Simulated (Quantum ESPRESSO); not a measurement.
Crystal: Si2Mo.

```
Mo Si
1.0
    -1.60000    1.60000    3.93050
     1.60000   -1.60000    3.93050
     1.60000    1.60000   -3.93050
Mo Si
1 2
Direct
  0.00000 0.00000 0.00000
  0.66700 0.66700 0.00000
  0.33300 0.33300 0.00000
```

Base run:

- Program: Quantum ESPRESSO 7.5
- Functional: LDA
- Potentials or basis: GBRV 1.5 LDA
- Cutoff: 612 eV
- Density cutoff: 4898 eV
- k mesh: 12 × 12 × 12
- Occupations: fermi-dirac, width 0.05 eV
- Spin: no spin polarisation

Its results: band gap on the k mesh none (metal or under the smearing width); pressure -6.3 GPa; largest force 0.374 eV/Å.

The run is repeated on the same cell with these changes: functional from LDA to PBEsol; potentials or basis from GBRV 1.5 LDA to GBRV 1.5 PBEsol. What comes out?

Band gap on the k mesh none (metal or under the smearing width); pressure -3.1 GPa; largest force 0.327 eV/Å.
